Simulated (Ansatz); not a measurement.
# Mo: the cost of one run

Program: Ansatz 0.2.0. Level of theory: DFT PBE, scalar-relativistic, plane waves, PAW. These are calculated values, not measurements.

**1. The starting structure**

Symmetry: Cmmm, No. 65, orthorhombic system. The conventional cell has a = 3.160 Å, b = 4.469 Å, c = 20.938 Å, α = 90.00°, β = 90.00°, γ = 90.00°. Around Mo (site symmetry mm2) lie 6 Mo at 2.74 Å. Around Mo (site symmetry mm2) lie 8 Mo at 2.74 Å. Mo (site symmetry mmm) is surrounded by 8 Mo at 2.74 Å.

As a file:

```
CELL_PARAMETERS angstrom
2.73664 0.00000 0.00000
-0.91221 2.58013 0.00000
0.00000 0.00000 20.93783
ATOMIC_POSITIONS crystal
Mo 0.00000 0.00000 0.28656
Mo 0.50000 0.50000 0.39328
Mo 0.00000 0.00000 0.50000
Mo 0.50000 0.50000 0.60672
Mo 0.00000 0.00000 0.71344
```

**2. Single point: Mo5 slab, no spin**

input.yaml reads:

```yaml
crystal:
  lattice:
    - [2.736640276, 0.0, 0.0]
    - [-0.9122134253, 2.5801291957, 0.0]
    - [0.0, 0.0, 20.9378297142]
  atoms:
    - { symbol: Mo, position: [0.0, 0.0, 0.2865626515] }
    - { symbol: Mo, position: [0.5, 0.5, 0.3932813258] }
    - { symbol: Mo, position: [0.0, 0.0, 0.5] }
    - { symbol: Mo, position: [0.5, 0.5, 0.6067186742] }
    - { symbol: Mo, position: [0.0, 0.0, 0.7134373485] }
scf:
  occupations: { method: methfessel_paxton, width: 0.1 }
output:
  forces: true
  stress: false
  eigenvalues: true
  write_density: true
  write_potential: true
  elf: true
  volumetric_format: npy
hamiltonian:
  xc: pbe
kpoints:
  mp_grid: { grid: [16, 16, 1] }
```

Started as:

```sh
$ ansatz run input.yaml --threads 4 --pin off --max-ram 12288MiB --backend cpu --events-out ev --progress --plain --runs-dir out
```

**Question.** How long does this run take on 4 threads of Arm Neoverse N1, shared host, and how much memory does it need?

About 19 s, with a peak of 0.7 GiB.
